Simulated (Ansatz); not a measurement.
Al2O3: 17O NMR of the central transition

Cell: a computed structure from the Materials Project (it need not be an observed phase), atoms as given.

Space group Ia-3 (No. 206); a = 8.8753 Å.

```csv
site,Wyckoff,site symmetry,x,y,z
Al1,8b,.-3.,0.7500,0.2500,0.2500
Al2,24d,2..,0.7500,0.4622,0.5000
O,48e,1,0.8862,0.6110,0.1597
```

One atom of each set is listed; the run and its k-mesh use a cell of 40 atoms with edges of 7.69, 7.69, 7.69 Å.

All values are calculated (Ansatz; DFT, PBE, plane waves and PAW (field gradients read without the response of the frozen cores, which leaves them typically 4 to 6 % off), scalar-relativistic, 420 eV cutoff, Γ-centred 4×4×4 k-points, Fermi–Dirac smearing 0.02 eV), not measured.

17O has I = 5/2 and Q = -25.58 mb (Pyykkö 2018); at 18.8 T its Larmor frequency is ν₀ = 108.6 MHz. Only the quadrupole interaction is simulated: positions count from each site's isotropic chemical shift, and J coupling is left out, as are shift anisotropy and dipolar coupling, which fast spinning averages.

Question: Simulate the second-order pattern (fast magic-angle spinning, Gaussian broadening 0.01 kHz) of site O (4 Al at 1.85–1.97 Å).

Answer: The calculation gives C_Q = 1.52 MHz and η = 0.36, so ν_Q = 0.228 MHz and the centre of gravity lies at -1.23 ppm (-0.134 kHz).

| offset (kHz) | height |
| --- | --- |
| -0.3408 | 0 |
| -0.3261 | 5 |
| -0.3113 | 9 |
| -0.2966 | 9 |
| -0.2818 | 9 |
| -0.2671 | 10 |
| -0.2524 | 11 |
| -0.2376 | 29 |
| -0.2229 | 41 |
| -0.2081 | 48 |
| -0.1934 | 71 |
| -0.1787 | 100 |
| -0.1639 | 75 |
| -0.1492 | 68 |
| -0.1345 | 66 |
| -0.1197 | 68 |
| -0.1050 | 76 |
| -0.0902 | 99 |
| -0.0755 | 91 |
| -0.0608 | 69 |
| -0.0460 | 59 |
| -0.0313 | 52 |
| -0.0165 | 18 |
| -0.0018 | 0 |

At this cell the PBE pressure is 8 GPa, so with PBE the cell would grow if it were relaxed. The entry's cell may itself be off.
